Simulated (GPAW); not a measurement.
# AlPt (Pm-3m) in GPAW: convergence with convergence criteria

Aim: find how far convergence criteria must go before the results for AlPt settle, at LDA. This setting moves, with any that are tied to it; all else stays.

All numbers are computed with GPAW 26.7.0; they aren't measurements. Logs are shortened: lines on timing, memory, paths and dates and some standing lists are left out, and cuts for length are marked. The log counts tension as positive stress, the text compression.

**1. The crystal as given**

Symmetry: Pm-3m, No. 221, cubic system. Conventional cell: a = 3.092 Å, b = 3.092 Å, c = 3.092 Å, α = 90.00°, β = 90.00°, γ = 90.00°. Around Pt (site symmetry m-3m) lie 8 Al at 2.68 Å. Around Al (site symmetry m-3m) lie 8 Pt at 2.68 Å.

Measurements of this composition are mostly on another form, of space group No. 198.

**2. With convergence criteria density=0.001 energy=0.01 eigenstates=0.0001**

Input file run.py:

```python
from ase.dft.bandgap import bandgap
from ase.io import read, write
from ase.units import GPa
from gpaw import GPAW, PW

atoms = read('POSCAR')

calc = GPAW(mode=PW(600),
            xc='LDA',
            kpts={'size': (9, 9, 9), 'gamma': True},
            occupations={'name': 'fermi-dirac', 'width': 0.05},
            nbands=20,
            convergence={'density': 0.001, 'energy': 0.01, 'eigenstates': 0.0001},
            maxiter=100,
            txt='gpaw.txt')
atoms.calc = calc
energy = atoms.get_potential_energy()
forces = atoms.get_forces()
stress = atoms.get_stress()
calc.write('gs.gpw')
write('result.traj', atoms)
print(f'Energy: {energy:.6f} eV')
print('Forces (eV/A):')
print(forces.round(4))
print('Stress (GPa):', (stress / GPa).round(3))
print('Fermi level:', round(calc.get_fermi_level(), 4), 'eV')
print(f'Gap: {bandgap(calc)[0]:.4f} eV, direct: {bandgap(calc, direct=True)[0]:.4f} eV')
```

Input file POSCAR:

```
AlPt
1.0
    3.0915460000      0.0000000000      0.0000000000
    0.0000000000      3.0915460000      0.0000000000
    0.0000000000      0.0000000000      3.0915460000
Pt Al
1 1
Direct
    0.5000000000      0.5000000000      0.5000000000
    0.0000000000      0.0000000000      0.0000000000
```

Potentials or basis: the program's PAW data sets (release 1.2.1) made for this functional, pw.

The run is started by

```bash
$ OMP_NUM_THREADS=1 python run.py
```

Run time: 11 s. Hardware: 1 thread of Arm Neoverse V1, shared host; peak memory 0.14 GiB.

What came out:

- Free energy: -13.9017 eV
- Pressure: -9.4 GPa
- Band gap on the k mesh: none (metal or under the smearing width)

**3. With convergence criteria default**

Changes to run.py since step 2:

```diff
@@ -12,3 +12,2 @@
             nbands=20,
-            convergence={'density': 0.001, 'energy': 0.01, 'eigenstates': 0.0001},
             maxiter=100,
```

POSCAR is that of step 2.

Potentials or basis: the program's PAW data sets (release 1.2.1) made for this functional, pw.

The run is started by

```bash
$ OMP_NUM_THREADS=1 python run.py
```

Wall time 13 s (1 thread of Arm Neoverse V1, shared host); peak memory 0.14 GiB.

Results (log left out):

```
Free energy            : -13.9017 eV
Pressure               : -9.4 GPa
Band gap on the k mesh : none (metal or under the smearing width)
```

**4. With convergence criteria density=1e-05 energy=1e-05**

Changes to run.py since step 3:

```diff
@@ -12,2 +12,3 @@
             nbands=20,
+            convergence={'density': 1e-05, 'energy': 1e-05},
             maxiter=100,
```

POSCAR is that of step 3.

The run is started by

```bash
$ OMP_NUM_THREADS=1 python run.py
```

Wall time 15 s (1 thread of Arm Neoverse V1, shared host); peak memory 0.15 GiB.

The run converged. Its results:

```
Free energy            : -13.9017 eV
Pressure               : -9.4 GPa
Band gap on the k mesh : none (metal or under the smearing width)
```

**5. With convergence criteria density=1e-05 forces=0.0001**

Changes to run.py since step 4:

```diff
@@ -12,3 +12,3 @@
             nbands=20,
-            convergence={'density': 1e-05, 'energy': 1e-05},
+            convergence={'density': 1e-05, 'forces': 0.0001},
             maxiter=100,
```

POSCAR is that of step 4.

The run is started by

```bash
$ OMP_NUM_THREADS=1 python run.py
```

Run time: 15 s. Hardware: 1 thread of Arm Neoverse V1, shared host; peak memory 0.14 GiB.

Results (log left out):

```
Free energy            : -13.9017 eV
Pressure               : -9.4 GPa
Band gap on the k mesh : none (metal or under the smearing width)
```

**6. With convergence criteria density=1e-06 energy=1e-06 eigenstates=1e-10**

Changes to run.py since step 5:

```diff
@@ -12,3 +12,3 @@
             nbands=20,
-            convergence={'density': 1e-05, 'forces': 0.0001},
+            convergence={'density': 1e-06, 'energy': 1e-06, 'eigenstates': 1e-10},
             maxiter=100,
```

POSCAR is that of step 5.

Potentials or basis: the program's PAW data sets (release 1.2.1) made for this functional, pw.

The run is started by

```bash
$ OMP_NUM_THREADS=1 python run.py
```

gpaw.txt:

```text
__  _  _
 | _ |_)|_||  |
 |__||  | ||/\| - 26.7.0

Input parameters:
  mode=PW(ecut=600.0),
  convergence={'density': 1e-06, 'energy': 1e-06, 'eigenstates': 1e-10},
  kpts=MonkhorstPack(size=(9, 9, 9), gamma=True),
  maxiter=100,
  nbands=20,
  occupations=Occupations(name='fermi-dirac', width=0.05),
  xc=XC(name='LDA')

Diagonalizing LCAO Hamiltonian
Converting LCAO to pw mode
   .-------.
  /|       |
 * |       |
 | |  Pt   |
 | .-------.
 |/       /
 Al------*

Atoms  # Å, Bohr magnetons
|   | symbol |        x |        y |        z |    initial magnetic moments |
|---|--------|----------|----------|----------|-----------------------------|
| 0 |     Pt | 1.545773 | 1.545773 | 1.545773 | ( 0.0000,  0.0000,  0.0000) |
| 1 |     Al | 0.000000 | 0.000000 | 0.000000 | ( 0.0000,  0.0000,  0.0000) |

Unit cell  # Å
| periodic |        x |        y |        z |  lengths |    angles |
|----------|----------|----------|----------|----------|-----------|
|      yes | 3.091546 | 0.000000 | 0.000000 | 3.091546 | 90.000000 |
|      yes | 0.000000 | 3.091546 | 0.000000 | 3.091546 | 90.000000 |
|      yes | 0.000000 | 0.000000 | 3.091546 | 3.091546 | 90.000000 |

Number of symmetries: 48
Symmetry operations  # r_c * U_cc + t_c -> r_c
|    | kind |            matrix            |
|----|------|------------------------------|
|  0 |  E   |  1, 0, 0,  0, 1, 0,  0, 0, 1 |
|  1 |  σ   |  1, 0, 0,  0, 1, 0,  0, 0,-1 |
|  2 |  σ   |  1, 0, 0,  0, 0, 1,  0, 1, 0 |
|  3 |  C4  |  1, 0, 0,  0, 0, 1,  0,-1, 0 |
|  4 |  C4  |  1, 0, 0,  0, 0,-1,  0, 1, 0 |
|  5 |  σ   |  1, 0, 0,  0, 0,-1,  0,-1, 0 |
|  6 |  σ   |  1, 0, 0,  0,-1, 0,  0, 0, 1 |
|  7 |  C2  |  1, 0, 0,  0,-1, 0,  0, 0,-1 |
|  8 |  σ   |  0, 1, 0,  1, 0, 0,  0, 0, 1 |
|  9 |  C2  |  0, 1, 0,  1, 0, 0,  0, 0,-1 |
| 10 |  C3  |  0, 1, 0,  0, 0, 1,  1, 0, 0 |
| 11 |  S6  |  0, 1, 0,  0, 0, 1, -1, 0, 0 |
| 12 |  S6  |  0, 1, 0,  0, 0,-1,  1, 0, 0 |
| 13 |  C3  |  0, 1, 0,  0, 0,-1, -1, 0, 0 |
| 14 |  C4  |  0, 1, 0, -1, 0, 0,  0, 0, 1 |
| 15 |  S4  |  0, 1, 0, -1, 0, 0,  0, 0,-1 |
| 16 |  C3  |  0, 0, 1,  1, 0, 0,  0, 1, 0 |
| 17 |  S6  |  0, 0, 1,  1, 0, 0,  0,-1, 0 |
| 18 |  σ   |  0, 0, 1,  0, 1, 0,  1, 0, 0 |
| 19 |  C4  |  0, 0, 1,  0, 1, 0, -1, 0, 0 |
| 20 |  C2  |  0, 0, 1,  0,-1, 0,  1, 0, 0 |
| 21 |  S4  |  0, 0, 1,  0,-1, 0, -1, 0, 0 |
| 22 |  S6  |  0, 0, 1, -1, 0, 0,  0, 1, 0 |
| 23 |  C3  |  0, 0, 1, -1, 0, 0,  0,-1, 0 |
| 24 |  S6  |  0, 0,-1,  1, 0, 0,  0, 1, 0 |
| 25 |  C3  |  0, 0,-1,  1, 0, 0,  0,-1, 0 |
| 26 |  C4  |  0, 0,-1,  0, 1, 0,  1, 0, 0 |
| 27 |  σ   |  0, 0,-1,  0, 1, 0, -1, 0, 0 |
| 28 |  S4  |  0, 0,-1,  0,-1, 0,  1, 0, 0 |
| 29 |  C2  |  0, 0,-1,  0,-1, 0, -1, 0, 0 |
| 30 |  C3  |  0, 0,-1, -1, 0, 0,  0, 1, 0 |
| 31 |  S6  |  0, 0,-1, -1, 0, 0,  0,-1, 0 |
| 32 |  C4  |  0,-1, 0,  1, 0, 0,  0, 0, 1 |
| 33 |  S4  |  0,-1, 0,  1, 0, 0,  0, 0,-1 |
| 34 |  S6  |  0,-1, 0,  0, 0, 1,  1, 0, 0 |
| 35 |  C3  |  0,-1, 0,  0, 0, 1, -1, 0, 0 |
| 36 |  C3  |  0,-1, 0,  0, 0,-1,  1, 0, 0 |
| 37 |  S6  |  0,-1, 0,  0, 0,-1, -1, 0, 0 |
| 38 |  σ   |  0,-1, 0, -1, 0, 0,  0, 0, 1 |
| 39 |  C2  |  0,-1, 0, -1, 0, 0,  0, 0,-1 |
| 40 |  σ   | -1, 0, 0,  0, 1, 0,  0, 0, 1 |
| 41 |  C2  | -1, 0, 0,  0, 1, 0,  0, 0,-1 |
| 42 |  C2  | -1, 0, 0,  0, 0, 1,  0, 1, 0 |
| 43 |  S4  | -1, 0, 0,  0, 0, 1,  0,-1, 0 |
| 44 |  S4  | -1, 0, 0,  0, 0,-1,  0, 1, 0 |
| 45 |  C2  | -1, 0, 0,  0, 0,-1,  0,-1, 0 |
| 46 |  C2  | -1, 0, 0,  0,-1, 0,  0, 0, 1 |
| 47 |  i   | -1, 0, 0,  0,-1, 0,  0, 0,-1 |

BZ-sampling:
  Number of BZ points: 729
  Number of IBZ points: 35

  Monkhorst-Pack size: [9, 9, 9]
  Monkhorst-Pack shift: [0, 0, 0]

K-points  # in reciprocal-cell coordinates
|     |                                coordinates |     weight |
|-----|--------------------------------------------|------------|
|   0 | (  0.00000000,   0.00000000,   0.00000000) | 0.00137174 |
|   1 | (  0.11111111,   0.00000000,   0.00000000) | 0.00823045 |
|   2 | (  0.11111111,   0.11111111,   0.00000000) | 0.01646091 |
|   3 | (  0.11111111,   0.11111111,   0.11111111) | 0.01097394 |
|   4 | (  0.22222222,   0.00000000,   0.00000000) | 0.00823045 |
|   5 | (  0.22222222,   0.11111111,   0.00000000) | 0.03292181 |
|   6 | (  0.22222222,   0.11111111,   0.11111111) | 0.03292181 |
|   7 | (  0.22222222,   0.22222222,   0.00000000) | 0.01646091 |
|   8 | (  0.22222222,   0.22222222,   0.11111111) | 0.03292181 |
|   9 | (  0.22222222,   0.22222222,   0.22222222) | 0.01097394 |
| ... |                                            |            |
|  34 | (  0.44444444,   0.44444444,   0.44444444) | 0.01097394 |

Plane wave coefficients: 1021
Cutoff: 600.0 eV

Spin-components: 1 (collinear spins)
Bands:           20
Projectors:      11
Spin-degeneracy: 2
Datatype:        complex128

Parallelization:
  kpt:    1
  domain: 1
  band:   1

Density:
  Valence electrons: 19.0
  Components: 1
  Grid points: [18 18 18]
  Charge: 0.0  # |e|

Potential:
  Grid points: [18 18 18]

species:
  Pt:
    name:    Platinum
    Z:       78.0
    valence: 16
    core:    62
    charge:  0.0  # [|e|]
    compensation charges:
      type: gauss
      rc: 0.41  # [Å]
      lmax: 2
    cutoffs:
      filter: 2.26  # [Å]
      core: 2.26  # [Å]
    projectors
    | kind |    occ | energy [eV] | rcut [Å] |
    |------|--------|-------------|----------|
    |   6s |  1.000 |      -5.930 |    1.307 |
    |   5p |  6.000 |     -56.318 |    1.371 |
    |   6p |  0.000 |      -0.962 |    1.371 |
    |   5d |  9.000 |      -6.387 |    1.307 |
    |    s |        |      21.281 |    1.307 |
    |    d |        |      20.825 |    1.307 |

    Using partial waves for Pt as LCAO basis

  Al:
    name:    Aluminium
    Z:       13.0
    valence: 3
    core:    10
    charge:  0.0  # [|e|]
    compensation charges:
      type: gauss
      rc: 0.34  # [Å]
      lmax: 2
    cutoffs:
      filter: 1.91  # [Å]
      core: 2.36  # [Å]
    projectors
    | kind |    occ | energy [eV] | rcut [Å] |
    |------|--------|-------------|----------|
    |   3s |  2.000 |      -7.830 |    1.085 |
    |   3p |  1.000 |      -2.783 |    1.085 |
    |    s |        |      19.382 |    1.085 |
    |    p |        |      24.428 |    1.085 |
    |    d |        |       0.000 |    1.085 |

    Using partial waves for Al as LCAO basis

Reference energy: -506675.170176  # eV

eigensolver:
  PPCG
  Converge bands: occupied
  niter=2

density mixing:
  MSR1-Mixer
  Pratt-step length: 0.05
  Maximum mixing coefficient: 0.75
  Old densities: 10
  SVD Regularization: 0.005
  Good broyden scale: 1.0
  Trust region scale: 1.0
  Backstep threshold: 4.0
  History deletion threshold: 6.0
  Fourier metric: weight=20.0, sigma=0.015

occupation numbers:
  Fermi-Dirac:
    width: 0.0500  # eV

poisson solver:
  ecut: 4800.0  # eV

xc functional:
  name: None

convergence criteria:
- Maximum integral of absolute [dens]ity change: 1e-06 electrons / valence electron
- Maximum [total energy] change in last 3 cyles: 1e-06 eV / valence electron
- Maximum integral of absolute [eigenst]ate change: 1e-10 eV^2 / valence electron
maximum number of iterations: 100

SCF iterations
|iter     | |      energy | eigst |  dens |
|---------|-|-------------|-------|-------|
|iter:   1| |  -14.609685 | +0.35 |       |
|iter:   2| |  -14.417220 | -2.50 | -1.07 |
|iter:   3| |  -13.927174 | -1.94 | -1.13 |
|iter:   4| |  -13.902871 | -3.38 | -1.73 |
|iter:   5| |  -13.897940 | -3.70 | -2.03 |
|iter:   6| |  -13.898086 | -4.64 | -2.74 |
|iter:   7| |  -13.898100 | -5.88 | -3.42 |
|iter:   8| |  -13.898099c| -7.80 | -4.07 |
|iter:   9| |  -13.898099c| -8.14 | -4.41 |
|iter:  10| |  -13.898098c|-10.38c| -6.00c|

Converged in 10 steps
Energy contributions relative to reference atoms: (reference = -506675.170176)

Energy contributions:
  Kinetic:          -4.547014
  Coulomb:           4.174599
  Zero:             -0.545283
  External:          0.000000
  Xc:              -12.976798
  Entropy:          -0.007203
  Spinorbit:         0.000000
  ----------------------------
  Free energy:     -13.901700
  Extrapolated:    -13.898098

dipole moment: (-5.306194, -5.306194, -5.306194)  # |e|*Ang

Fermi level: 10.377
Eigenvalues  # (at kpt = [0.000, 0.000, 0.000])
| band index |      eig [eV] | occ [0-2] |
|------------|---------------|-----------|
|          0 |       -42.741 |     2.000 |
|          1 |       -42.741 |     2.000 |
|          2 |       -42.741 |     2.000 |
|          3 |        -1.065 |     2.000 |
|          4 |         4.877 |     2.000 |
|          5 |         4.877 |     2.000 |
[... 9 lines left out ...]
|         15 |        28.626 |     0.000 |
|         16 |        28.626 |     0.000 |
|        ... |               |           |
|         19 |        29.545 |     0.000 |

No gap
No difference between direct/indirect transitions

Forces  # eV/Ang
|        x |        y |        z |
|----------|----------|----------|
|  0.00000 |  0.00000 |  0.00000 |  # Pt   0
| -0.00000 | -0.00000 | -0.00000 |  # Al   1

Stress tensor  # eV/Ang^3
|        x |        y |        z |
|----------|----------|----------|
| 0.058533 | 0.000000 | 0.000000 |
| 0.000000 | 0.058533 | 0.000000 |
| 0.000000 | 0.000000 | 0.058533 |

# Writing to gs.gpw (mode='')
```

stdout:

```text
Energy: -13.898098 eV
Forces (eV/A):
[[ 0.  0.  0.]
 [-0. -0. -0.]]
Stress (GPa): [9.378 9.378 9.378 0.    0.    0.   ]
Fermi level: 10.3767 eV
Gap: 0.0000 eV, direct: 0.0000 eV
```

It took 15 s on 1 thread of Arm Neoverse V1, shared host; peak memory 0.14 GiB.

Results:

- Free energy: -13.9017 eV
- Pressure: -9.4 GPa
- Band gap on the k mesh: none (metal or under the smearing width)

**7. The series at a glance**

```csv
convergence criteria,"energy less the tightest run, at zero smearing (meV/atom)",pressure (GPa),SCF cycles,CPU time (s),peak memory (GiB)
density=0.001 energy=0.01 eigenstates=0.0001,0.00,-9.44,7,11,0.14
default,0.00,-9.40,8,13,0.14
density=1e-05 energy=1e-05,0.00,-9.38,10,15,0.15
density=1e-05 forces=0.0001,0.00,-9.38,11,15,0.14
density=1e-06 energy=1e-06 eigenstates=1e-10,0.00,-9.38,10,15,0.14
```

Against the tightest run, the energy stays within 1 meV/atom from density=0.001 energy=0.01 eigenstates=0.0001 on; the pressure stays within 0.1 GPa from density=0.001 energy=0.01 eigenstates=0.0001 on. The tightest run that finished is the yardstick and may itself not be fully converged.
